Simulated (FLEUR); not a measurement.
Here is a FLEUR MaX-R8.1 (later development tree) calculation.

The input inp.xml:

```xml
<?xml version="1.0" encoding="UTF-8" standalone="no"?>
<fleurInput fleurInputVersion="0.39">
   <comment>
      Al2Cu                                                                                               
   </comment>
   <calculationSetup>
      <cutoffs Kmax="4.76" Gmax="14.7" GmaxXC="14.7" numbands="0"/>
      <scfLoop itmax="80" minDistance="0.0001" maxIterBroyd="30" imix="Anderson" alpha="0.05" precondParam="0.0" spinf="2.0" sdNocoIR="T"/>
      <coreElectrons ctail="F" frcor="F" kcrel="0" coretail_lmax="0"/>
      <xcFunctional name="LibXC" relativisticCorrections="F">
         <LibXCName exchange="mgga_x_r2scan" correlation="mgga_c_r2scan"/>
         <AuxGGA exchange="117" correlation="130"/>
      </xcFunctional>
      <magnetism jspins="1"/>
      <soc l_soc="F" theta="0.0" phi="0.0" spav="F"/>
      <expertModes spex="0" secvar="F"/>
      <geometryOptimization l_f="F" forcealpha="1.0" forcemix="BFGS" epsdisp="0.00001" epsforce="0.00001"/>
      <ldaU l_linMix="F" mixParam="0.05" spinf="1.0"/>
   </calculationSetup>
   <cell>
      <bzIntegration valenceElectrons="41.0" mode="hist" fermiSmearingEnergy="0.00183747">
         <kPointListSelection listName="default-1"/>
         <!-- k-points included here -->
         <xi:include xmlns:xi="http://www.w3.org/2001/XInclude" href="kpts.xml"> </xi:include>
      </bzIntegration>
      <!-- symmetry operations included here -->
      <xi:include xmlns:xi="http://www.w3.org/2001/XInclude" href="sym.xml"> </xi:include>
      <bulkLattice scale="1.0">
         <bravaisMatrix>
            <row-1>    7.7576696716376770     0.0000000000000000     0.0000000000000000</row-1>
            <row-2>    0.0000000000000000     7.7576696716376770     0.0000000000000000</row-2>
            <row-3>    0.0000000000000000     0.0000000000000000     5.4637897104955995</row-3>
         </bravaisMatrix>
      </bulkLattice>
   </cell>
   <atomSpecies>
      <species name="Copper (Cu)" element="Cu" atomicNumber="29">
         <mtSphere radius="2.33" gridPoints="771" logIncrement="0.016"/>
         <atomicCutoffs lmax="9" lnonsphr="9"/>
         <electronConfig flipSpins="F">
            <coreConfig>(1s1/2) (2s1/2) (2p1/2) (2p3/2)</coreConfig>
            <valenceConfig>(3s1/2) (3p1/2) (3p3/2) (4s1/2) (3d3/2) (3d5/2)</valenceConfig>
            <stateOccupation state="(4s1/2)" spinUp="0.500000" spinDown="0.500000"/>
         </electronConfig>
         <energyParameters s="4" p="4" d="3" f="4"/>
         <lo type="SCLO" l="0" n="3" eDeriv="0"/>
         <lo type="SCLO" l="1" n="3" eDeriv="0"/>
         <lo type="SCLO" l="1" n="3" eDeriv="1"/>
         <lo type="SCLO" l="2" n="3" eDeriv="2"/>
         <lo type="SCLO" l="3" n="4" eDeriv="2"/>
      </species>
      <species name="Aluminum (Al)" element="Al" atomicNumber="13">
         <mtSphere radius="2.06" gridPoints="681" logIncrement="0.017"/>
         <atomicCutoffs lmax="8" lnonsphr="8"/>
         <electronConfig flipSpins="F">
            <coreConfig>(1s1/2)</coreConfig>
            <valenceConfig>(2s1/2) (2p1/2) (2p3/2) (3s1/2) (3p1/2) (3p3/2)</valenceConfig>
            <stateOccupation state="(3p1/2)" spinUp="0.166667" spinDown="0.166667"/>
            <stateOccupation state="(3p3/2)" spinUp="0.333333" spinDown="0.333333"/>
         </electronConfig>
         <energyParameters s="3" p="3" d="3" f="4"/>
         <lo type="SCLO" l="0" n="2" eDeriv="0"/>
         <lo type="SCLO" l="1" n="2" eDeriv="0"/>
         <lo type="SCLO" l="2" n="3" eDeriv="2"/>
         <lo type="SCLO" l="3" n="4" eDeriv="2"/>
      </species>
   </atomSpecies>
   <atomGroups>
      <atomGroup species="Copper (Cu)">
         <relPos label="                   1">.0000000000 .0000000000 .0000000000</relPos>
         <force calculate="T" relaxXYZ="TTT"/>
      </atomGroup>
      <atomGroup species="Aluminum (Al)">
         <relPos label="                   2">.0000000000 1.000/2.000 1.000/2.000</relPos>
         <relPos label="                   3">1.000/2.000 .0000000000 1.000/2.000</relPos>
         <force calculate="T" relaxXYZ="TTT"/>
      </atomGroup>
   </atomGroups>
   <output dos="F" band="F" slice="F">
      <checks vchk="F" cdinf="F"/>
      <bandDOS minEnergy="-.5*Htr" maxEnergy="0.5*Htr" sigma="0.015" storeEVData="T"/>
      <vacuumDOS vacdos="F" integ="F" star="F" nstars="0" locx1="0.0" locy1="0.0" locx2="0.0" locy2="0.0" nstm="0" tworkf="0.0"/>
      <unfoldingBand unfoldBand="F" supercellX="1" supercellY="1" supercellZ="1"/>
      <plotting iplot="0" polar="F">
         <plot TwoD="T" vec1="  1.0  0.0  0.0" vec2="  0.0  1.0  0.0" vec3="  0.0  0.0  1.0" zero="  0.0  0.0  0.0" file="plot"/>
      </plotting>
      <chargeDensitySlicing numkpt="0" minEigenval="0.0" maxEigenval="0.0" nnne="0" pallst="F"/>
      <specialOutput eonly="F"/>
      <moessbauerParams electricFieldGradient="T" isomerShift="T" coreHyperfine="T" valenceHyperfine="T"/>
      <magneticCircularDichroism mcd="F" energyLo="-10.0" energyUp="0.0"/>
   </output>
  <!-- We include the file relax.xml here to enable relaxations (see documentation) -->
  <xi:include xmlns:xi="http://www.w3.org/2001/XInclude" href="relax.xml"> <xi:fallback/> </xi:include>
</fleurInput>
```

The input crystal.txt:

```
Al2Cu
&input cartesian=F /
4.1051820000  0.0000000000  0.0000000000
0.0000000000  4.1051820000  0.0000000000
0.0000000000  0.0000000000  2.8913130000
1.8897261246
1.0 1.0 1.0

3
29 0.0000000000  0.0000000000  0.0000000000
13 0.0000000000  0.5000000000  0.5000000000
13 0.5000000000  0.0000000000  0.5000000000

&kpt div1=7 div2=7 div3=9 gamma=T /
```

The input inp.xml (bands):

```
<?xml version="1.0" encoding="UTF-8" standalone="no"?>
<fleurInput fleurInputVersion="0.39">
   <comment>
      Al2Cu                                                                                               
   </comment>
   <calculationSetup>
      <cutoffs Kmax="4.76" Gmax="14.7" GmaxXC="14.7" numbands="0"/>
      <scfLoop itmax="80" minDistance="0.0001" maxIterBroyd="30" imix="Anderson" alpha="0.05" precondParam="0.0" spinf="2.0" sdNocoIR="T"/>
      <coreElectrons ctail="F" frcor="F" kcrel="0" coretail_lmax="0"/>
      <xcFunctional name="LibXC" relativisticCorrections="F">
         <LibXCName exchange="mgga_x_r2scan" correlation="mgga_c_r2scan"/>
         <AuxGGA exchange="117" correlation="130"/>
      </xcFunctional>
      <magnetism jspins="1"/>
      <soc l_soc="F" theta="0.0" phi="0.0" spav="F"/>
      <expertModes spex="0" secvar="F"/>
      <geometryOptimization l_f="F" forcealpha="1.0" forcemix="BFGS" epsdisp="0.00001" epsforce="0.00001"/>
      <ldaU l_linMix="F" mixParam="0.05" spinf="1.0"/>
   </calculationSetup>
   <cell>
      <bzIntegration valenceElectrons="41.0" mode="hist" fermiSmearingEnergy="0.00183747">
         <kPointListSelection listName="path-1"/>
         <!-- k-points included here -->
         <xi:include xmlns:xi="http://www.w3.org/2001/XInclude" href="kpts.xml"> </xi:include>
      </bzIntegration>
      <!-- symmetry operations included here -->
      <xi:include xmlns:xi="http://www.w3.org/2001/XInclude" href="sym.xml"> </xi:include>
      <bulkLattice scale="1.0">
         <bravaisMatrix>
            <row-1>    7.7576696716376770     0.0000000000000000     0.0000000000000000</row-1>
            <row-2>    0.0000000000000000     7.7576696716376770     0.0000000000000000</row-2>
            <row-3>    0.0000000000000000     0.0000000000000000     5.4637897104955995</row-3>
         </bravaisMatrix>
      </bulkLattice>
   </cell>
   <atomSpecies>
      <species name="Copper (Cu)" element="Cu" atomicNumber="29">
         <mtSphere radius="2.33" gridPoints="771" logIncrement="0.016"/>
         <atomicCutoffs lmax="9" lnonsphr="9"/>
         <electronConfig flipSpins="F">
            <coreConfig>(1s1/2) (2s1/2) (2p1/2) (2p3/2)</coreConfig>
            <valenceConfig>(3s1/2) (3p1/2) (3p3/2) (4s1/2) (3d3/2) (3d5/2)</valenceConfig>
            <stateOccupation state="(4s1/2)" spinUp="0.500000" spinDown="0.500000"/>
         </electronConfig>
         <energyParameters s="4" p="4" d="3" f="4"/>
         <lo type="SCLO" l="0" n="3" eDeriv="0"/>
         <lo type="SCLO" l="1" n="3" eDeriv="0"/>
         <lo type="SCLO" l="1" n="3" eDeriv="1"/>
         <lo type="SCLO" l="2" n="3" eDeriv="2"/>
         <lo type="SCLO" l="3" n="4" eDeriv="2"/>
      </species>
      <species name="Aluminum (Al)" element="Al" atomicNumber="13">
         <mtSphere radius="2.06" gridPoints="681" logIncrement="0.017"/>
         <atomicCutoffs lmax="8" lnonsphr="8"/>
         <electronConfig flipSpins="F">
            <coreConfig>(1s1/2)</coreConfig>
            <valenceConfig>(2s1/2) (2p1/2) (2p3/2) (3s1/2) (3p1/2) (3p3/2)</valenceConfig>
            <stateOccupation state="(3p1/2)" spinUp="0.166667" spinDown="0.166667"/>
            <stateOccupation state="(3p3/2)" spinUp="0.333333" spinDown="0.333333"/>
         </electronConfig>
         <energyParameters s="3" p="3" d="3" f="4"/>
         <lo type="SCLO" l="0" n="2" eDeriv="0"/>
         <lo type="SCLO" l="1" n="2" eDeriv="0"/>
         <lo type="SCLO" l="2" n="3" eDeriv="2"/>
         <lo type="SCLO" l="3" n="4" eDeriv="2"/>
      </species>
   </atomSpecies>
   <atomGroups>
      <atomGroup species="Copper (Cu)">
         <relPos label="                   1">.0000000000 .0000000000 .0000000000</relPos>
         <force calculate="T" relaxXYZ="TTT"/>
      </atomGroup>
      <atomGroup species="Aluminum (Al)">
         <relPos label="                   2">.0000000000 1.000/2.000 1.000/2.000</relPos>
         <relPos label="                   3">1.000/2.000 .0000000000 1.000/2.000</relPos>
         <force calculate="T" relaxXYZ="TTT"/>
      </atomGroup>
   </atomGroups>
   <output dos="F" band="T" slice="F">
      <checks vchk="F" cdinf="F"/>
      <bandDOS minEnergy="-.5*Htr" maxEnergy="0.5*Htr" sigma="0.015" storeEVData="T"/>
      <vacuumDOS vacdos="F" integ="F" star="F" nstars="0" locx1="0.0" locy1="0.0" locx2="0.0" locy2="0.0" nstm="0" tworkf="0.0"/>
      <unfoldingBand unfoldBand="F" supercellX="1" supercellY="1" supercellZ="1"/>
      <plotting iplot="0" polar="F">
         <plot TwoD="T" vec1="  1.0  0.0  0.0" vec2="  0.0  1.0  0.0" vec3="  0.0  0.0  1.0" zero="  0.0  0.0  0.0" file="plot"/>
      </plotting>
      <chargeDensitySlicing numkpt="0" minEigenval="0.0" maxEigenval="0.0" nnne="0" pallst="F"/>
      <specialOutput eonly="F"/>
      <moessbauerParams electricFieldGradient="T" isomerShift="T" coreHyperfine="T" valenceHyperfine="T"/>
      <magneticCircularDichroism mcd="F" energyLo="-10.0" energyUp="0.0"/>
   </output>
  <!-- We include the file relax.xml here to enable relaxations (see documentation) -->
  <xi:include xmlns:xi="http://www.w3.org/2001/XInclude" href="relax.xml"> <xi:fallback/> </xi:include>
</fleurInput>
```

Potentials or basis: all-electron, FLAPW.

The run is started by

```console
$ inpgen -f crystal.txt -profile fastHighL
$ # inp.xml edited to the form shown
$ fleur_MPI
$ fleur_MPI   # second run, on inp.xml (bands)
```

Q: What does it give for the band gap along the path?

A: None (metal or under the smearing width).

Levels at the corners of the path, in eV from the Fermi level:
| point | band 17 | band 18 | band 19 | band 20 | band 21 | band 22 | band 23 | band 24 | band 25 | band 26 |
| --- | --- | --- | --- | --- | --- | --- | --- | --- | --- | --- |
| Γ | -4.16 | -4.16 | -2.61 | -2.61 | 0.07 | 1.01 | 6.34 | 6.62 | 6.62 | 7.32 |
| X | -4.45 | -4.20 | -4.16 | -1.22 | 1.63 | 1.92 | 2.13 | 7.81 | 8.90 | 9.84 |
| M | -4.48 | -4.37 | -4.19 | -4.19 | -2.53 | 8.96 | 8.96 | 9.76 | 10.52 | 10.85 |
| Γ | -4.16 | -4.16 | -2.61 | -2.61 | 0.07 | 1.01 | 6.34 | 6.62 | 6.62 | 7.32 |
| Z | -4.93 | -4.22 | -3.13 | 2.63 | 2.64 | 2.64 | 2.81 | 2.81 | 3.25 | 4.34 |
| R | -4.30 | -4.26 | -3.29 | -2.60 | -1.76 | 3.87 | 4.11 | 4.54 | 5.49 | 6.36 |
| A | -4.07 | -3.78 | -2.49 | -2.49 | -1.04 | -0.93 | 0.07 | 0.07 | 2.69 | 12.49 |
| Z | -4.93 | -4.22 | -3.13 | 2.63 | 2.64 | 2.64 | 2.81 | 2.81 | 3.25 | 4.34 |
| X | -4.45 | -4.20 | -4.16 | -1.22 | 1.63 | 1.92 | 2.13 | 7.81 | 8.90 | 9.84 |
| R | -4.30 | -4.26 | -3.29 | -2.60 | -1.76 | 3.87 | 4.11 | 4.54 | 5.49 | 6.36 |
| M | -4.48 | -4.37 | -4.19 | -4.19 | -2.53 | 8.96 | 8.96 | 9.76 | 10.52 | 10.85 |
| A | -4.07 | -3.78 | -2.49 | -2.49 | -1.04 | -0.93 | 0.07 | 0.07 | 2.69 | 12.49 |

Caveat: the meta-GGA is that of a development version, with a GGA for the radial functions and cores and without core tails.
